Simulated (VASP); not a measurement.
# Settings for Nb: relaxation of the atoms

Nb, P1 (no. 1), 6 atoms in the cell. PBE, relaxation of the atoms; PAW potentials Nb_sv (PBE set). VASP 6.6.1.

Wanted: energy within 1 meV/atom; two shortest distances of each atom within 0.01 Å.

POSCAR:
```
Nb
1.0
    3.3279000000      0.0000000000      0.0000000000
    0.0000000000      3.3279000000      0.0000000000
    0.0000000000      0.0000000000      9.9837000000
Nb
6
Direct
    0.0118370000      0.0094250000      0.0012370000
   -0.0224870000      0.0111680000      0.3353740000
   -0.0065360000      0.0044180000      0.6681400000
    0.5107660000      0.4929120000      0.1694040000
    0.4893110000      0.4889290000      0.4955980000
    0.5171100000      0.4931470000      0.8302470000
```

The series start from Force threshold EDIFFG (eV/Å): -0.02; Electronic threshold EDIFF (eV): 1e-6; Relaxation method: conjugate gradient, POTIM 0.5; Mixing and least electronic steps: default. Each series keeps the choices made before it, and each single choice may use up half of a tolerance.

## Force threshold EDIFFG (eV/Å)

| Force threshold EDIFFG (eV/Å) | Energy less reference (meV/atom) | Two shortest distances of each atom, largest deviation (Å) | Time (s) |
|---|---|---|---|
| -0.1 | 0.7 | 0.034 | 89 |
| -0.05 | 0.6 | 0.031 | 92 |
| -0.03 | 0.0 | 0.005 | 193 |
| -0.02 | 0.0 | 0.001 | 317 |
| -0.01 | 0.0 | 0.000 | 192 |
| -0.005 | 0.0 | 0.000 | 193 |
| -0.002 (reference) | 0.0 | 0.000 | 217 |

Chosen: -0.02, the loosest value from which every tighter one stays within half of the tolerance.

## Electronic threshold EDIFF (eV)

| Electronic threshold EDIFF (eV) | Energy less reference (meV/atom) | Two shortest distances of each atom, largest deviation (Å) | Time (s) |
|---|---|---|---|
| 0.001 | 0.5 | 0.026 | 77 |
| 0.0001 | 0.0 | 0.001 | 124 |
| 1e-5 | 0.0 | 0.001 | 114 |
| 1e-6 | 0.0 | 0.000 | 317 |
| 1e-7 (reference) | 0.0 | 0.000 | 195 |

Chosen: 0.0001.

## Relaxation method

| Relaxation method | Energy less reference (meV/atom) | Two shortest distances of each atom, largest deviation (Å) | Time (s) |
|---|---|---|---|
| conjugate gradient, POTIM 0.5 | 0.0 | 0.000 | 124 |
| conjugate gradient, POTIM 0.2 | 0.0 | 0.004 | 120 |
| conjugate gradient, POTIM 1.0 | 0.0 | 0.001 | 133 |
| quasi-Newton, POTIM 0.5 | 0.1 | 0.013 | 72 |
| quasi-Newton, POTIM 0.3, 10 steps kept | 0.2 | 0.015 | 106 |
| quasi-Newton, POTIM 0.5, at least 5 electronic steps | 0.4 | 0.026 | 85 |
| damped dynamics, POTIM 0.2, SMASS 0.4 | 0.0 | 0.006 | 106 |
| damped dynamics, POTIM 0.4, SMASS 0.8 | 0.1 | 0.012 | 75 |
| velocity quench, POTIM 0.1 | 0.1 | 0.010 | 103 |

Chosen: conjugate gradient, POTIM 0.5; no other choice that stays within half of the tolerance saves 30 % of the time.

## Mixing and least electronic steps

| Mixing and least electronic steps | Energy less reference (meV/atom) | Two shortest distances of each atom, largest deviation (Å) | Time (s) |
|---|---|---|---|
| default | 0.0 | 0.000 | 124 |
| MAXMIX 40 | 0.0 | 0.001 | 126 |
| NELMIN 4 | 0.0 | 0.005 | 190 |
| NELMIN 4, MAXMIX 40 | 0.0 | 0.001 | 309 |
| ALGO Fast | 0.5 | 0.029 | 161 |

Chosen: default.

## All choices together

| Input | Energy less reference (meV/atom) | Two shortest distances of each atom, largest deviation (Å) | Time (s) |
|---|---|---|---|
| program defaults (naive) | 0.5 | 0.030 | 78 |
| chosen settings | 0.0 | 0.002 | 124 |
| reference settings throughout | 0.0 | 0.000 | 563 |

The tolerance is met.

## The input

INCAR:
```
PREC = Normal
ENCUT = 350
EDIFF = 1E-4
ISMEAR = 1
SIGMA = 0.1
LREAL = False
LASPH = True
NELM = 100
ALGO = Normal
LWAVE = False
LCHARG = False
IBRION = 2
NSW = 150
ISIF = 2
EDIFFG = -0.02
POTIM = 0.5
KPAR = 8
```

KPOINTS:
```
k-points
0
Gamma
  7 7 3
```

Commands:
```
cat potpaw_PBE.64/Nb_sv/POTCAR > POTCAR
mpirun -np 8 vasp_std > vasp.out
```

Limits: the start was distorted on purpose (atoms moved at random), so the space group given is the start's and not the crystal's.

The chosen input took VASP 6.6.1 124 s on 8 cores (AMD EPYC 7R43 (Zen 3)), a shared host.

## An input that fails: ionic step far too long

VASP's message: EDDAV: Call to ZHEGV failed. Returncode = 10 2 16.

Changes against the starting input:
```
- NELM = 100
- IBRION = 2
- NSW = 150
- POTIM = 0.5
+ NELM = 60
+ IBRION = 3
+ NSW = 30
+ POTIM = 5.0
+ SMASS = 0.4
```
